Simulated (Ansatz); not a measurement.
**Relaxing Lu (fcc)**

Level of theory: DFT, HSE06, scalar-relativistic, no spin polarisation; plane waves to 420 eV with PAW datasets (Ansatz 0.2.0), Γ-centred 8×8×8 mesh, 0.05 eV Gaussian smearing; PAW files: Ansatz's generated set soft_2.

At room temperature and ambient pressure Lu is hcp.

Starting cell:

```yaml
crystal:
  lattice:
    - [0.00000, 2.45739, 2.45739]
    - [2.45739, 0.00000, 2.45739]
    - [2.45739, 2.45739, 0.00000]
  atoms:
    - { symbol: Lu, position: [0.00000, 0.00000, 0.00000] }
```

The runs in order:

| run | level | k-mesh | kind | V (Å³/atom) | P (GPa) | E − E(final) (meV/atom) | gap on the mesh (eV) |
| --- | --- | --- | --- | --- | --- | --- | --- |
| 1 | PBE | 8×8×8 | fixed cell | 29.68 | -1.5 | – | metal |
| 2 | PBE | 8×8×8 | fixed cell | 29.39 | -1.1 | – | metal |
| 3 | PBE | 8×8×8 | fixed cell | 28.46 | 0.1 | – | metal |
| 4 | HSE06 | 8×8×8 | fixed cell | 28.46 | 3.5 | 27.8 | metal |
| 5 | HSE06 | 8×8×8 | fixed cell | 29.14 | 2.5 | 14.8 | metal |
| 6 | HSE06 | 8×8×8 | fixed cell | 31.33 | -0.3 | 0.0 | metal |
| 7 | HSE06 | 8×8×8 | fixed cell | 31.04 | 0.1 | 0.0 | metal |

The volume is at zero pressure for this level.

The final structure (symmetry read at 0.01 Å). Symmetry: Fm-3m, No. 225, cubic system. The conventional cell has a = 4.989 Å, b = 4.989 Å, c = 4.989 Å, α = 90.00°, β = 90.00°, γ = 90.00°. Around Lu (site symmetry m-3m) lie 12 Lu at 3.53 Å. (Shells end 15 % past the nearest neighbour.)

```csv
atom,site,symmetry,x,y,z
Lu,4a,m-3m,0.0000,0.0000,0.0000
```

- At the final geometry the gap, band path included, is zero (metallic).
- The runs in the table took roughly 5 core-minutes.

**Why it comes out so.**

The calculation's cell holds 25 valence electrons, an odd number. Without magnetic order each band takes two, so one stays part-filled and the crystal must be a metal. (Only strong correlation, outside this picture, could make a Mott insulator of it.)

Spin–orbit coupling, which matters for such heavy elements, is left out. Pressures of hybrids are less tightly converged. For a metal under a hybrid functional this mesh is coarse.
